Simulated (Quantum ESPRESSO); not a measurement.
NaI: changing the choice of potentials or basis

The cell as given:

```cif
data_structure
_symmetry_space_group_name_H-M 'Fm-3m'
_symmetry_Int_Tables_number 225
_cell_length_a 6.4728
_cell_length_b 6.4728
_cell_length_c 6.4728
_cell_angle_alpha 90.000
_cell_angle_beta 90.000
_cell_angle_gamma 90.000
_cell_volume 271.19
loop_
_atom_site_label
_atom_site_type_symbol
_atom_site_symmetry_multiplicity
_atom_site_Wyckoff_symbol
_atom_site_fract_x
_atom_site_fract_y
_atom_site_fract_z
_atom_site_occupancy
I1 I 4 b 0.50000 0.00000 0.00000 1
Na1 Na 4 a 0.00000 0.00000 0.00000 1
```

Kept alike: task relaxation of cell and atoms; functional LDA; k mesh 7 × 7 × 7; occupations fermi-dirac, width 0.05 eV; no spin polarisation. Program: Quantum ESPRESSO. Cutoffs run from 612 to 1197 eV. The mesh is that of the run's cell of 2 atoms. No spin-orbit coupling.

| choice of potentials or basis | volume (Å³/atom) |
| --- | --- |
| GBRV 1.5 LDA | 30.709 |
| PseudoDojo 0.4.1 SR LDA standard | 30.707 |
| PseudoDojo 0.4.1 SR LDA stringent | 30.672 |

The relaxations keep at least the cell's symmetry (Fm-3m). Relaxations stop with a little pressure left, so the last digits of a volume or edge aren't settled. Runs of this series that gave no sound value for these columns are left out.

**Question.** What does the choice of potentials or basis change here?

**Answer.** The volume runs from 30.672 (PseudoDojo 0.4.1 SR LDA stringent) to 30.709 Å³/atom (GBRV 1.5 LDA).
